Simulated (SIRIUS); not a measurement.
# Ge (Fd-3m) in SIRIUS: reference runs

How does Ge come out in PBEsol? The cell is run as given and disturbed.

Everything below comes from runs of SIRIUS 7.12.0. Logs are shortened: lines on timing, memory, paths and dates and some standing lists are left out, and cuts for length are marked. The log counts tension as positive stress, the text compression.

**What was measured.**

From “Electronic and optical properties of SixGe1-x-ySny alloys lattice-matched to Ge”, 2021, arxiv:2109.02782, for a bulk crystal of Ge at 293 K: band gap 0.666 eV (indirect).

The results are compared with them further down.

**1. The crystal as given**

Symmetry: Fd-3m, No. 227, cubic system. Conventional cell: a = 5.658 Å, b = 5.658 Å, c = 5.658 Å, α = 90.00°, β = 90.00°, γ = 90.00°. Ge (site symmetry -43m) is surrounded by 4 Ge at 2.45 Å.

**2. Single point, PBEsol (atoms moved at random)**

sirius.json

```json
{
  "control": {
    "processing_unit": "cpu",
    "std_evp_solver_name": "lapack",
    "gen_evp_solver_name": "lapack",
    "verbosity": 2,
    "print_forces": true,
    "ortho_rf": true,
    "use_second_variation": true,
    "rmt_max": 3.0,
    "num_bands_to_print": 24,
    "save_wf": true
  },
  "parameters": {
    "electronic_structure_method": "full_potential_lapwlo",
    "xc_functionals": ["XC_GGA_X_PBE_SOL", "XC_GGA_C_PBE_SOL"],
    "core_relativity": "dirac",
    "valence_relativity": "iora",
    "num_fv_states": 29,
    "smearing": "fermi_dirac",
    "smearing_width": 0.0018374661,
    "pw_cutoff": 20,
    "gk_cutoff": 3.85,
    "lmax_apw": 10,
    "lmax_rho": 8,
    "lmax_pot": 8,
    "num_mag_dims": 0,
    "auto_rmt": 0,
    "ngridk": [8, 8, 8],
    "shiftk": [0, 0, 0],
    "num_dft_iter": 80,
    "energy_tol": 1e-07,
    "density_tol": 1e-05,
    "use_symmetry": true
  },
  "settings": {"tol_ne": 1e-10},
  "iterative_solver": {"type": "exact"},
  "mixer": {"type": "anderson", "beta": 0.5, "max_history": 8},
  "unit_cell": {
    "lattice_vectors": [[0.0, 5.3458651312, 5.3458651312], [5.3458651312, 0.0, 5.3458651312], [5.3458651312, 5.3458651312, 0.0]],
    "atom_types": ["Ge"],
    "atom_files": {"Ge": "Ge.json"},
    "atoms": {"Ge": [[0.760966, 0.733256, 0.753339], [0.493445, 0.489395, 0.51015]]}
  }
}
```

Ge.json

```json
{
  "name": "germanium",
  "symbol": "Ge",
  "number": 32,
  "mass": 72.64,
  "rmin": 1e-06,
  "rmt": 2.18,
  "nrmt": 800,
  "rinf": 16.93,
  "core": "1s2s2p",
  "valence": [
    {"basis": [{"enu": 0.01, "dme": 0, "n": 0, "auto": 0}, {"enu": 0.01, "dme": 1, "n": 0, "auto": 0}]},
    {"l": 0, "n": 1, "basis": [{"enu": 0.0153, "dme": 0, "n": 0, "auto": 0}]},
    {"l": 1, "n": 2, "basis": [{"enu": 0.11, "dme": 0, "n": 0, "auto": 0}]},
    {"l": 2, "n": 3, "basis": [{"enu": 0.11, "dme": 0, "n": 0, "auto": 0}]},
    {"l": 3, "n": 4, "basis": [{"enu": 0.11, "dme": 0, "n": 0, "auto": 0}]}
  ],
  "lo": [
    {
      "l": 0,
      "basis": [{"enu": 0.0153, "dme": 0, "n": 0, "auto": 0}, {"enu": 0.0153, "dme": 1, "n": 0, "auto": 0}]
    },
    {
      "l": 0,
      "basis": [{"enu": 0.0153, "dme": 1, "n": 0, "auto": 0}, {"enu": 0.0153, "dme": 2, "n": 0, "auto": 0}]
    },
    {
      "l": 0,
      "basis": [{"enu": -5.8905, "dme": 0, "n": 3, "auto": 1}, {"enu": -5.8905, "dme": 1, "n": 3, "auto": 1}]
    },
    {
      "l": 0,
      "basis": [{"enu": 0.0153, "dme": 0, "n": 0, "auto": 0}, {"enu": 2.5403, "dme": 0, "n": 0, "auto": 0}]
    },
    {"l": 1, "basis": [{"enu": 0.11, "dme": 0, "n": 0, "auto": 0}, {"enu": 0.11, "dme": 1, "n": 0, "auto": 0}]},
    {
      "l": 1,
      "basis": [{"enu": -3.9766, "dme": 0, "n": 3, "auto": 1}, {"enu": -3.9766, "dme": 1, "n": 3, "auto": 1}]
    },
    {
      "l": 1,
      "basis": [{"enu": -3.9766, "dme": 1, "n": 3, "auto": 1}, {"enu": 0.11, "dme": 0, "n": 0, "auto": 0}]
    },
    {"l": 1, "basis": [{"enu": 0.11, "dme": 0, "n": 0, "auto": 0}, {"enu": 3.9817, "dme": 0, "n": 0, "auto": 0}]},
    {"l": 2, "basis": [{"enu": 0.11, "dme": 0, "n": 0, "auto": 0}, {"enu": 0.11, "dme": 1, "n": 0, "auto": 0}]},
    {
      "l": 2,
      "basis": [{"enu": -0.8292, "dme": 0, "n": 3, "auto": 1}, {"enu": -0.8292, "dme": 1, "n": 3, "auto": 1}]
    },
    {
      "l": 2,
      "basis": [{"enu": -0.8292, "dme": 1, "n": 3, "auto": 1}, {"enu": 0.11, "dme": 0, "n": 0, "auto": 0}]
    },
    {"l": 2, "basis": [{"enu": 0.11, "dme": 0, "n": 0, "auto": 0}, {"enu": 4.4867, "dme": 0, "n": 0, "auto": 0}]},
    {"l": 3, "basis": [{"enu": 0.11, "dme": 0, "n": 0, "auto": 0}, {"enu": 0.11, "dme": 1, "n": 0, "auto": 0}]},
    {"l": 3, "basis": [{"enu": 0.11, "dme": 0, "n": 0, "auto": 0}, {"enu": 3.7713, "dme": 0, "n": 0, "auto": 0}]}
  ],
  "free_atom": [... radial grid and density of the free atom, the start of the SCF ...]
}
```

sirius_start.json

```json
{
  "control": {
    "processing_unit": "cpu",
    "std_evp_solver_name": "lapack",
    "gen_evp_solver_name": "lapack",
    "verbosity": 1,
    "print_forces": false,
    "ortho_rf": true,
    "use_second_variation": true,
    "rmt_max": 3.0,
    "num_bands_to_print": 24,
    "save_wf": false
  },
  "parameters": {
    "electronic_structure_method": "full_potential_lapwlo",
    "xc_functionals": ["XC_LDA_X", "XC_LDA_C_PW"],
    "core_relativity": "dirac",
    "valence_relativity": "iora",
    "num_fv_states": 29,
    "smearing": "fermi_dirac",
    "smearing_width": 0.0055123983,
    "pw_cutoff": 20,
    "gk_cutoff": 3.08,
    "lmax_apw": 10,
    "lmax_rho": 8,
    "lmax_pot": 8,
    "num_mag_dims": 0,
    "auto_rmt": 0,
    "ngridk": [3, 3, 3],
    "shiftk": [0, 0, 0],
    "num_dft_iter": 30,
    "energy_tol": 0.01,
    "density_tol": 0.05,
    "use_symmetry": true
  },
  "settings": {"tol_ne": 1e-10},
  "iterative_solver": {"type": "exact"},
  "mixer": {"type": "anderson", "beta": 0.5, "max_history": 8},
  "unit_cell": {
    "lattice_vectors": [[0.0, 5.3458651312, 5.3458651312], [5.3458651312, 0.0, 5.3458651312], [5.3458651312, 5.3458651312, 0.0]],
    "atom_types": ["Ge"],
    "atom_files": {"Ge": "Ge.json"},
    "atoms": {"Ge": [[0.760966, 0.733256, 0.753339], [0.493445, 0.489395, 0.51015]]}
  }
}
```

Potentials or basis: all-electron FP-LAPW, apw+lo standard.

Run with:

```bash
> OMP_NUM_THREADS=1 sirius.scf --input=sirius_start.json --output=start.json
> OMP_NUM_THREADS=1 sirius.scf --input=sirius.json --output=output.json --task=1
```

The program printed:

```text
[info] SIRIUS version : 7.12.0
[info] number of MPI ranks           : 1
[info] MPI grid                      : 1 1
[info] maximum number of OMP threads : 1
[fft] FFT context for density and potential
[fft] =====================================
[fft]   plane wave cutoff                     : 20
[fft]   grid size                             : 54 54 54   total : 157464
[fft]   grid limits                           : -26 27   -26 27   -26 27
[fft]   number of G-vectors within the cutoff : 41151
[fft]   number of G-shells                    : 1090
[fft] FFT context for coarse grid
[fft] =====================================
[fft]   plane wave cutoff                     : 7.7
[fft]   grid size                             : 24 24 24   total : 13824
[fft]   grid limits                           : -11 12   -11 12   -11 12
[fft]   number of G-vectors within the cutoff : 2397
[fft]   number of G-shells                    : 89
[unit cell] lattice vectors
[unit cell]   a1 :       0.0000000000      5.3458651312      5.3458651312
[unit cell]   a2 :       5.3458651312      0.0000000000      5.3458651312
[unit cell]   a3 :       5.3458651312      5.3458651312      0.0000000000
[unit cell] reciprocal lattice vectors
[unit cell]   b1 :      -0.5876677725      0.5876677725      0.5876677725
[unit cell]   b2 :       0.5876677725     -0.5876677725      0.5876677725
[unit cell]   b3 :       0.5876677725      0.5876677725     -0.5876677725
[unit cell] unit cell volume :       305.55119698 [a.u.^3]
[unit cell] 1/sqrt(omega)    :         0.05720816
[unit cell] MT volume        :        86.79367664 (28.41%)
[unit cell] IT volume        :       218.75752034 (71.59%)
[unit cell] number of atom types : 1
[unit cell] type id : 0 symbol : Ge mt_radius :   2.180000 num_atoms : 2
[unit cell] total number of atoms : 2
[unit cell] number of symmetry classes : 1
[unit cell] atom id  type id  class id             position                      vector_field
[unit cell] ------------------------------------------------------------------------------------------
[unit cell]      0        0        0      0.76097   0.73326   0.75334      0.00000   0.00000   0.00000
[unit cell]      1        0        0      0.49345   0.48940   0.51015      0.00000   0.00000   0.00000
[unit cell] atom id         position (Cartesian, a.u.)
[unit cell] ---------------------------------------------
[unit cell]      0       7.947136    8.095270    7.987909
[unit cell]      1       5.343433    5.365084    5.254130
[unit cell] class id : 0 atom id : 0 1
[unit cell] minimum bond length:     4.521508
[sym] space group number   : 2
[sym] international symbol : P-1
[sym] Hall symbol          : -P 1
[sym] space group transformation matrix :
[sym]  -1.0000 -1.0000 -1.0000
[sym]   1.0000  0.0000  0.0000
[sym]   0.0000  0.0000  1.0000
[sym] space group origin shift :
[sym]   0.8703  0.8728  0.8683
[sym] number of space group operations  : 2
[... 491 lines left out ...]
[diagonalize] ik:    4   -5.811235   -5.811210   -3.874962   -3.874954   -3.874737   -3.874636   -3.874618   -3.874395   -0.718610   -0.718542   -0.718274   -0.714583   -0.714575   -0.710094   -0.710085   -0.708169   -0.706921   -0.706871   -0.194054   -0.096441    0.143146    0.144121    0.203949    0.331879
[diagonalize] ...
[diagonalize] ik:  255   -5.811229   -5.811215   -3.874980   -3.874895   -3.874755   -3.874703   -3.874619   -3.874354   -0.719278   -0.718653   -0.715909   -0.715635   -0.712482   -0.711746   -0.710062   -0.709929   -0.706660   -0.706281   -0.137608   -0.127889    0.079112    0.082569    0.214189    0.221872
[diagonalize] ik:  256   -5.811234   -5.811210   -3.874975   -3.874896   -3.874762   -3.874693   -3.874623   -3.874351   -0.719558   -0.718598   -0.716048   -0.714512   -0.712963   -0.711305   -0.711195   -0.709628   -0.706734   -0.706028   -0.163799   -0.096838    0.059050    0.089384    0.227329    0.259856
[... 3 lines left out ...]
[generate_core_charge_density] atom class : 0
[generate_core_charge_density]   n,l,k : 1 0 1  energy :        -402.02319028
[generate_core_charge_density]   n,l,k : 2 0 1  energy :         -49.99092977
[generate_core_charge_density]   n,l,k : 2 1 1  energy :         -44.44007774
[generate_core_charge_density]   n,l,k : 2 1 2  energy :         -43.27001300
[find] Total energy                   :   -4195.11794089 (Ha),   -8390.23588179 (Ry)
[find] iteration : 1, RMS (target) : 9.0084e-02 (1.0000e-05) , energy difference (target) : 2.4489e-05 (1.0000e-07)
[find] Total energy                   :   -4195.11792327 (Ha),   -8390.23584655 (Ry)
[find] iteration : 2, RMS (target) : 4.4872e-03 (1.0000e-05) , energy difference (target) : 1.7619e-05 (1.0000e-07)
[find] Total energy                   :   -4195.11793352 (Ha),   -8390.23586705 (Ry)
[find] iteration : 3, RMS (target) : 1.3813e-03 (1.0000e-05) , energy difference (target) : -1.0250e-05 (1.0000e-07)
[find] Total energy                   :   -4195.11793716 (Ha),   -8390.23587432 (Ry)
[find] iteration : 4, RMS (target) : 1.7558e-04 (1.0000e-05) , energy difference (target) : -3.6335e-06 (1.0000e-07)
[find] Total energy                   :   -4195.11793690 (Ha),   -8390.23587381 (Ry)
[find] iteration : 5, RMS (target) : 4.3198e-05 (1.0000e-05) , energy difference (target) : 2.5513e-07 (1.0000e-07)
[find] Total energy                   :   -4195.11793679 (Ha),   -8390.23587358 (Ry)
[find] iteration : 6, RMS (target) : 4.1780e-06 (1.0000e-05) , energy difference (target) : 1.1175e-07 (1.0000e-07)
[find] Charges and magnetic moments
[... 10 lines left out ...]
[find] valence_eval_sum               :     -84.07816660
[find] core_eval_sum                  :   -2331.92327390
[find] kinetic energy                 :    4281.30746367
[find] enuc                           :   -5073.94936876
[find] <rho|V^{XC}>                   :    -205.14543416
[find] <rho|E^{XC}>                   :    -156.39432142
[find] <mag|B^{XC}>                   :       0.00000000
[find] <rho|V^{H}>                    :   -6492.16347001
[find] smearing (-TS)                 :      -0.00003399
[find] SCF correction                 :       0.00002471
[find] Total energy                   :   -4195.11793680 (Ha),   -8390.23587360 (Ry)
[find] Free energy (E-TS)             :   -4195.11797079 (Ha),   -8390.23594158 (Ry)
[find] band gap (eV)                  :       0.00000000
[find] Efermi                         :       0.19619689
[find] iteration : 7, RMS (target) : 7.8690e-07 (1.0000e-05) , energy difference (target) : -1.0396e-08 (1.0000e-07)
[find] converged after 8 SCF iterations!
[find] Charges and magnetic moments
[find] --------------------------------------------------------------------------------
[find] atom      charge    core leakage
[find] --------------------------------------------------------------------------------
[find]    0   30.048966    0.000000e+00
[find]    1   30.048966    0.000000e+00
[find] total core leakage    : 0.00000000e+00
[find] interstitial charge   : 3.902066
[find] total charge          : 63.999999
[find] Energy
[find] --------------------------------------------------------------------------------
[find] valence_eval_sum               :     -84.07816660
[find] core_eval_sum                  :   -2331.92327390
[find] kinetic energy                 :    4281.30746367
[find] enuc                           :   -5073.94936876
[find] <rho|V^{XC}>                   :    -205.14543416
[find] <rho|E^{XC}>                   :    -156.39432142
[find] <mag|B^{XC}>                   :       0.00000000
[find] <rho|V^{H}>                    :   -6492.16347001
[find] smearing (-TS)                 :      -0.00003399
[find] SCF correction                 :       0.00002471
[find] Total energy                   :   -4195.11793680 (Ha),   -8390.23587360 (Ry)
[find] Free energy (E-TS)             :   -4195.11797079 (Ha),   -8390.23594158 (Ry)
[find] band gap (eV)                  :       0.00000000
[find] Efermi                         :       0.19619689
[ground_state]
[ground_state] ==== total Forces in Ha/bohr =====
[ground_state] atom:    0, force:       0.0083745     -0.0071424     -0.0075076
[ground_state] atom:    1, force:      -0.0083745      0.0071424      0.0075076
[ground_state] ==== contribution from density =====
[ground_state] atom:    0, force:       0.0043211     -0.0040218     -0.0041058
[ground_state] atom:    1, force:      -0.0043211      0.0040218      0.0041058
[ground_state] ==== contribution from Hartree potential =====
[ground_state] atom:    0, force:       0.0112842     -0.0093734     -0.0099426
[ground_state] atom:    1, force:      -0.0112842      0.0093734      0.0099426
[ground_state] ==== contribution from IBS =====
[ground_state] atom:    0, force:      -0.0072308      0.0062529      0.0065408
[ground_state] atom:    1, force:       0.0072308     -0.0062529     -0.0065408
```

It took 4.9 min on 1 thread of Arm Neoverse V2, shared host; peak memory 1.2 GiB.

What came out:

```yaml
Free_energy: -114154.9755 eV
Largest_force: 0.685 eV/Å
Band_gap_on_the_k_mesh: none (metal or under the smearing width)
All_electrons_inside_the_program's_atomic_spheres: Ge 30.05 (radii Ge 2.18 bohr)
```

Forces on the atoms (eV/Å):
```
Ge   0.431 -0.367 -0.386
Ge  -0.431  0.367  0.386
```

Levels at points of the mesh, in eV from the Fermi level:
```tsv
k point	band 19	band 20	band 21	band 22	band 23	band 24	band 25	band 26
(0.00, 0.00, 0.00)	-12.83	-0.34	-0.05	0.11	0.14	2.36	2.38	2.73
(0.50, 0.00, 0.00)	-10.60	-7.95	-1.43	-1.40	0.23	3.73	3.76	7.01
(0.00, 0.50, 0.00)	-10.78	-7.56	-1.61	-1.29	0.03	3.41	3.87	6.90
(0.50, 0.50, 0.00)	-9.06	-8.82	-3.16	-3.08	0.53	0.72	9.37	9.53
(0.00, 0.00, 0.50)	-10.78	-7.55	-1.61	-1.29	0.03	3.41	3.86	6.90
(0.50, 0.00, 0.50)	-9.05	-8.83	-3.16	-3.08	0.54	0.71	9.38	9.52
(0.00, 0.50, 0.50)	-9.07	-8.80	-3.17	-3.07	0.52	0.73	9.37	9.54
(0.50, 0.50, 0.50)	-10.77	-7.58	-1.61	-1.28	0.04	3.41	3.88	6.91
```

**3. Single point, PBEsol**

Changes to sirius.json since step 2:

```diff
@@ -22,3 +22,3 @@
     "pw_cutoff": 20,
-    "gk_cutoff": 3.85,
+    "gk_cutoff": 3.77,
     "lmax_apw": 10,
@@ -42,3 +42,3 @@
     "atom_files": {"Ge": "Ge.json"},
-    "atoms": {"Ge": [[0.760966, 0.733256, 0.753339], [0.493445, 0.489395, 0.51015]]}
+    "atoms": {"Ge": [[0.75, 0.75, 0.75], [0.5, 0.5, 0.5]]}
   }
```

Ge.json

```json
{
  "name": "germanium",
  "symbol": "Ge",
  "number": 32,
  "mass": 72.64,
  "rmin": 1e-06,
  "rmt": 2.23,
  "nrmt": 800,
  "rinf": 16.93,
  "core": "1s2s2p",
  "valence": [
    {"basis": [{"enu": 0.0, "dme": 0, "n": 0, "auto": 0}, {"enu": 0.0, "dme": 1, "n": 0, "auto": 0}]},
    {"l": 0, "n": 1, "basis": [{"enu": 0.0053, "dme": 0, "n": 0, "auto": 0}]},
    {"l": 1, "n": 2, "basis": [{"enu": 0.1, "dme": 0, "n": 0, "auto": 0}]},
    {"l": 2, "n": 3, "basis": [{"enu": 0.1, "dme": 0, "n": 0, "auto": 0}]},
    {"l": 3, "n": 4, "basis": [{"enu": 0.1, "dme": 0, "n": 0, "auto": 0}]}
  ],
  "lo": [
    {
      "l": 0,
      "basis": [{"enu": 0.0053, "dme": 0, "n": 0, "auto": 0}, {"enu": 0.0053, "dme": 1, "n": 0, "auto": 0}]
    },
    {
      "l": 0,
      "basis": [{"enu": 0.0053, "dme": 1, "n": 0, "auto": 0}, {"enu": 0.0053, "dme": 2, "n": 0, "auto": 0}]
    },
    {
      "l": 0,
      "basis": [{"enu": -5.9005, "dme": 0, "n": 3, "auto": 1}, {"enu": -5.9005, "dme": 1, "n": 3, "auto": 1}]
    },
    {
      "l": 0,
      "basis": [{"enu": 0.0053, "dme": 0, "n": 0, "auto": 0}, {"enu": 2.4184, "dme": 0, "n": 0, "auto": 0}]
    },
    {"l": 1, "basis": [{"enu": 0.1, "dme": 0, "n": 0, "auto": 0}, {"enu": 0.1, "dme": 1, "n": 0, "auto": 0}]},
    {
      "l": 1,
      "basis": [{"enu": -3.9866, "dme": 0, "n": 3, "auto": 1}, {"enu": -3.9866, "dme": 1, "n": 3, "auto": 1}]
    },
    {"l": 1, "basis": [{"enu": -3.9866, "dme": 1, "n": 3, "auto": 1}, {"enu": 0.1, "dme": 0, "n": 0, "auto": 0}]},
    {"l": 1, "basis": [{"enu": 0.1, "dme": 0, "n": 0, "auto": 0}, {"enu": 3.8001, "dme": 0, "n": 0, "auto": 0}]},
    {"l": 2, "basis": [{"enu": 0.1, "dme": 0, "n": 0, "auto": 0}, {"enu": 0.1, "dme": 1, "n": 0, "auto": 0}]},
    {
      "l": 2,
      "basis": [{"enu": -0.8392, "dme": 0, "n": 3, "auto": 1}, {"enu": -0.8392, "dme": 1, "n": 3, "auto": 1}]
    },
    {"l": 2, "basis": [{"enu": -0.8392, "dme": 1, "n": 3, "auto": 1}, {"enu": 0.1, "dme": 0, "n": 0, "auto": 0}]},
    {"l": 2, "basis": [{"enu": 0.1, "dme": 0, "n": 0, "auto": 0}, {"enu": 4.2827, "dme": 0, "n": 0, "auto": 0}]},
    {"l": 3, "basis": [{"enu": 0.1, "dme": 0, "n": 0, "auto": 0}, {"enu": 0.1, "dme": 1, "n": 0, "auto": 0}]},
    {"l": 3, "basis": [{"enu": 0.1, "dme": 0, "n": 0, "auto": 0}, {"enu": 3.599, "dme": 0, "n": 0, "auto": 0}]}
  ],
  "free_atom": [... radial grid and density of the free atom, the start of the SCF ...]
}
```

Changes to sirius_start.json since step 2:

```diff
@@ -22,3 +22,3 @@
     "pw_cutoff": 20,
-    "gk_cutoff": 3.08,
+    "gk_cutoff": 3.01,
     "lmax_apw": 10,
@@ -42,3 +42,3 @@
     "atom_files": {"Ge": "Ge.json"},
-    "atoms": {"Ge": [[0.760966, 0.733256, 0.753339], [0.493445, 0.489395, 0.51015]]}
+    "atoms": {"Ge": [[0.75, 0.75, 0.75], [0.5, 0.5, 0.5]]}
   }
```

Potentials or basis: all-electron FP-LAPW, apw+lo standard.

Run with:

```bash
> OMP_NUM_THREADS=1 sirius.scf --input=sirius_start.json --output=start.json
> OMP_NUM_THREADS=1 sirius.scf --input=sirius.json --output=output.json --task=1
```

Wall time 43 s (1 thread of Arm Neoverse V2, shared host); peak memory 0.44 GiB.

Results (log left out):

* Free energy: -114155.0040 eV
* Band gap on the k mesh: none (metal or under the smearing width)
* All electrons inside the program's atomic spheres: Ge 30.18 (radii Ge 2.23 bohr)

Levels at points of the mesh, in eV from the Fermi level:
```tsv
k point	band 20	band 21	band 22	band 23	band 24	band 25
(0.00, 0.00, 0.00)	-0.03	-0.02	-0.02	-0.02	2.51	2.51
(0.50, 0.00, 0.00)	-7.65	-1.43	-1.43	0.10	3.68	3.68
(0.50, 0.50, 0.00)	-8.92	-3.11	-3.11	0.64	0.64	9.46
```

Caveat: this crystal is a semiconductor, whose small gap the functional closes, so the metal is an error of the method.

(Part 1 of 2 ends here.)
